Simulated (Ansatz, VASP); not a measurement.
This is a calculation of ZnSe (Stilleite) for VASP 6.6.1.

File INCAR:

```
SYSTEM = ZnSe
ALGO = Normal
EDIFF = 1E-7
EDIFFG = -0.02
ENCUT = 600
GGA = RE
IBRION = 2
ISIF = 3
ISMEAR = -1
LASPH = .True.
LCHARG = .False.
LREAL = .False.
LWAVE = .False.
NELM = 100
NSW = 40
PREC = Accurate
SIGMA = 0.05
```

File KPOINTS:

```
k-points
0
Gamma
  8 8 8
  0 0 0
```

Contents of POSCAR:

```
ZnSe
1.0
    0.0000000000      2.8338000000      2.8338000000
    2.8338000000      0.0000000000      2.8338000000
    2.8338000000      2.8338000000      0.0000000000
Se Zn
1 1
Direct
    0.7500000000      0.7500000000      0.7500000000
    0.0000000000      0.0000000000      0.0000000000
```

Potentials or basis: VASP PAW PBE potentials, release 64 (Se, Zn).

Run with:

```sh
$ cat potpaw_PBE.64/Se/POTCAR potpaw_PBE.64/Zn/POTCAR > POTCAR
$ mpirun -np 1 vasp_std > vasp.out
```

Translate it to Ansatz 0.2.0. Potentials there: Ansatz PAW.

As run (the cutoff follows the program's own potentials):

The input input.yaml:

```yaml
crystal:
  lattice:
    - [0.0, 2.8338, 2.8338]
    - [2.8338, 0.0, 2.8338]
    - [2.8338, 2.8338, 0.0]
  atoms:
    - { symbol: Se, position: [0.75, 0.75, 0.75] }
    - { symbol: Zn, position: [0.0, 0.0, 0.0] }
hamiltonian:
  xc: revpbe
  pseudopotentials: { kind: paw }
kpoints:
  mp_grid: { grid: [8, 8, 8] }
scf:
  occupations: { method: fermi_dirac, width: 0.05 }
output:
  forces: true
  stress: true
relax:
  f_tol: 0.01
  max_steps: 40
  cell: { stress_tol: 0.05 }
```

Potentials or basis: Ansatz PAW.

Run with:

```sh
$ ansatz run input.yaml --threads 2 --pin off --max-ram 5632MiB --backend cpu --events-out ev --progress --plain --runs-dir out
```

Both were run:

|  | VASP | Ansatz | Ansatz less VASP |
| --- | --- | --- | --- |
| relaxed volume (Å³/atom) | 24.30 | 24.23 | -0.070 |
| relaxed cell length with the largest relative difference (Å) | 4.096 | 4.092 | -0.0039 |
| energy change over the relaxation (meV/atom) | -18 | -16 | +1.8 |

The two sets of potentials don't hold the same shells in valence.

Caveats: the PAW data sets were made with another functional, which shifts forces and pressure a little (VASP); the plane-wave basis is chosen anew once the cell has moved, so the energies of steps on either side of that aren't comparable (Ansatz); the PAW data sets come from PBE, with cores solved anew for the run's functional, which leaves a small shift of forces and pressure (Ansatz). revPBE gives volumes clearly too large for solids. Zero-point motion and thermal expansion aren't in these numbers.
